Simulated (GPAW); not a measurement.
# LiF (Griceite): G0W0 on several meshes in GPAW

How does the mesh move the gap of LiF (Griceite)?

Calculated with GPAW 26.7.0; PBE and many-body steps on it, plane waves.

Most raw output is cut from this account.

## Step 1: Starting point

The structure is cubic, space group Fm-3m (No. 225). Conventional cell: a = 4.028 Å, b = 4.028 Å, c = 4.028 Å, α = 90.00°, β = 90.00°, γ = 90.00°. Nearest to Li lie 6 F at 2.01 Å. F has 6 Li at 2.01 Å nearest. Farther neighbours and most contacts between anions are not listed.

As a file:

```cif
data_structure
_symmetry_space_group_name_H-M 'Fm-3m'
_symmetry_Int_Tables_number 225
_cell_length_a 4.0280
_cell_length_b 4.0280
_cell_length_c 4.0280
_cell_angle_alpha 90.000
_cell_angle_beta 90.000
_cell_angle_gamma 90.000
_cell_volume 65.35
loop_
_atom_site_label
_atom_site_type_symbol
_atom_site_symmetry_multiplicity
_atom_site_Wyckoff_symbol
_atom_site_fract_x
_atom_site_fract_y
_atom_site_fract_z
_atom_site_occupancy
Li1 Li 4 a 0.00000 0.00000 0.00000 1
F1 F 4 b 0.50000 0.00000 0.00000 1
```

The cell and positions come from the Crystallography Open Database and are kept as given unless a step says otherwise.

## Step 2: Empty states on the mesh, 6×6×6 mesh, 156 bands

This step: GPAW 26.7.0; DFT, PBE, plane waves, PAW.

The sums over transitions need many empty states on a uniform mesh; this step solves for them.

Input file run.py:

```python
import json
import numpy as np
from gpaw.mpi import world
from gpaw import GPAW

calc = GPAW('gs.gpw').fixed_density(kpts={'size': (6, 6, 6), 'gamma': True},
    parallel={'domain': 1, 'band': 1},
    txt='nscf.txt')
calc.diagonalize_full_hamiltonian(nbands=156)
calc.write('full.gpw', mode='all')
res = {}
kpts = calc.get_ibz_k_points()
res['kpts'] = kpts
res['eigenvalues'] = [calc.get_eigenvalues(kpt=k) for k in range(len(kpts))]
res['n_electrons'] = calc.get_number_of_electrons()

if world.rank == 0:
    with open('result.json', 'w') as f:
        json.dump(res, f, default=lambda x: x.tolist())
```

Launch:

```console
$ mpirun -n 4 gpaw python run.py
```

It took 5 s on 4 MPI ranks of Arm Neoverse V1, shared host; peak memory 0.69 GiB.

This step gave:

* gap: 9.070 eV
* k of the valence top: 0, 0, 0
* k of the conduction bottom: 0, 0, 0
* least direct gap: 9.070 eV
* k points computed: 16
* lowest point of the top converged band, above the valence top: 244.3024 eV

On this mesh the gap is 9.070 eV.

## Step 3: 6×6×6

G0W0 replaces the xc potential by the self-energy, built once from these orbitals. Only a window of levels is corrected, while the sums run over the empty bands that the input names.

This step: G0W0 on PBE, plane waves, PAW.

Input file run.py:

```python
import json
import numpy as np
from gpaw.mpi import world
from gpaw.response.g0w0 import G0W0

gw = G0W0('full.gpw',
    filename='gw',
    kpts=[0],
    bands=(2, 6),
    ecut=150,
    nbands=68,
    integrate_gamma='WS',
    ppa=True)
gw.calculate()
res = {mode: {k: v for k, v in r.items() if k != 'sigma_eskwn'}
       for mode, r in gw.all_results.items()}

if world.rank == 0:
    with open('result.json', 'w') as f:
        json.dump(res, f, default=lambda x: x.tolist())
```

Launch:

```console
$ mpirun -n 4 gpaw python run.py
```

It took 27 s on 4 MPI ranks; peak memory 0.91 GiB; 1.8 min of CPU time.

Numbers from this step:

| Item | Value |
| --- | --- |
| G0W0 gap on the points computed | 13.26 eV |
| least direct G0W0 gap on the computed points | 13.26 eV |
| Z at the valence top | 0.8215 |
| Z at the conduction bottom | 0.8917 |
| starting gap on the mesh | 9.070 eV |
| k of the valence top | 0, 0, 0 |
| k of the conduction bottom | 0, 0, 0 |

The gap on the mesh goes from 9.07 eV to 13.26 eV, a correction of +4.19 eV.

## Step 4: Empty states on the mesh, 4×4×4 mesh, 78 bands

This step: DFT, PBE, plane waves, PAW.

Input file run.py:

```python
import json
import numpy as np
from gpaw.mpi import world
from gpaw import GPAW

calc = GPAW('gs.gpw').fixed_density(kpts={'size': (4, 4, 4), 'gamma': True},
    parallel={'domain': 1, 'band': 1},
    txt='nscf.txt')
calc.diagonalize_full_hamiltonian(nbands=78)
calc.write('full.gpw', mode='all')
res = {}
kpts = calc.get_ibz_k_points()
res['kpts'] = kpts
res['eigenvalues'] = [calc.get_eigenvalues(kpt=k) for k in range(len(kpts))]
res['n_electrons'] = calc.get_number_of_electrons()

if world.rank == 0:
    with open('result.json', 'w') as f:
        json.dump(res, f, default=lambda x: x.tolist())
```

Launch:

```console
$ mpirun -n 4 gpaw python run.py
```

It took 4 s on 4 MPI ranks; peak memory 0.63 GiB; 16 s of CPU time.

Numbers from this step:

```
gap                                                           : 9.070 eV
k of the valence top                                          : 0, 0, 0
k of the conduction bottom                                    : 0, 0, 0
least direct gap                                              : 9.070 eV
k points computed                                             : 8
lowest point of the top converged band, above the valence top : 150.8800 eV
```

On this mesh the gap is 9.070 eV.

## Step 5: 4×4×4

This step: G0W0 on PBE, plane waves, PAW.

Input file run.py:

```python
import json
import numpy as np
from gpaw.mpi import world
from gpaw.response.g0w0 import G0W0

gw = G0W0('full.gpw',
    filename='gw',
    kpts=[0],
    bands=(2, 6),
    ecut=150,
    nbands=68,
    integrate_gamma='WS',
    ppa=True)
gw.calculate()
res = {mode: {k: v for k, v in r.items() if k != 'sigma_eskwn'}
       for mode, r in gw.all_results.items()}

if world.rank == 0:
    with open('result.json', 'w') as f:
        json.dump(res, f, default=lambda x: x.tolist())
```

Launch:

```console
$ mpirun -n 4 gpaw python run.py
```

Elapsed: 8.1 s, on 4 MPI ranks; peak memory 0.81 GiB; 32 s of CPU time.

Numbers from this step:

```yaml
g0w0_gap_on_the_points_computed: 13.28 eV
least_direct_g0w0_gap_on_the_computed_points: 13.28 eV
z_at_the_valence_top: 0.8206
z_at_the_conduction_bottom: 0.8915
starting_gap_on_the_mesh: 9.070 eV
k_of_the_valence_top: 0, 0, 0
k_of_the_conduction_bottom: 0, 0, 0
```

Against G0W0 in GPAW (6×6×6 mesh, 68 bands, screening to 150 eV, Godby-Needs plasmon pole), the gap moves by +0.016 eV.

## Step 6: Side by side

Times are wall times on 4 MPI ranks of Arm Neoverse V1, shared host, good to a factor of about two.

```csv
run,mesh,bands,screening cutoff (eV),DFT gap (eV),gap on the mesh (eV),direct (eV),time
6×6×6,6×6×6,68,150,9.070,13.261,13.261,27 s
4×4×4,4×4×4,68,150,9.070,13.277,13.277,8.1 s
```

## Step 7: Summary of results

```
6×6×6        : 13.261 eV
4×4×4        : 13.277 eV
known limits : not at the basis limit; coarse k mesh
```

In words: 4×4×4: +0.016 eV against 6×6×6. Bands and cutoff are finite, so the gap is not at the basis limit. The miss can reach some tenths of an eV and take either sign; the mesh is an error of its own. These stock PAW sets were not made for GW. In the G0W0 runs levels were corrected at 1 k point alone, so a gap called «on the mesh» is the least over those, and an edge elsewhere would be missed.

[Paths, hosts, dates, memory and timing lines, banners, echoed tables and standing remarks are left out of the program output.]

[Logs are printed without paths, hosts, clocks, repeated set-up lines and the standing remarks that a program may print on its own settings, such as how far it seeks lower states.]

[Runs of the session that timed out or met a known fault of the program may be left out.]

[Hosts, paths, dates, database ids (printed as entryN), source tags and the programs' standing remarks are cut or masked in the printed files.]
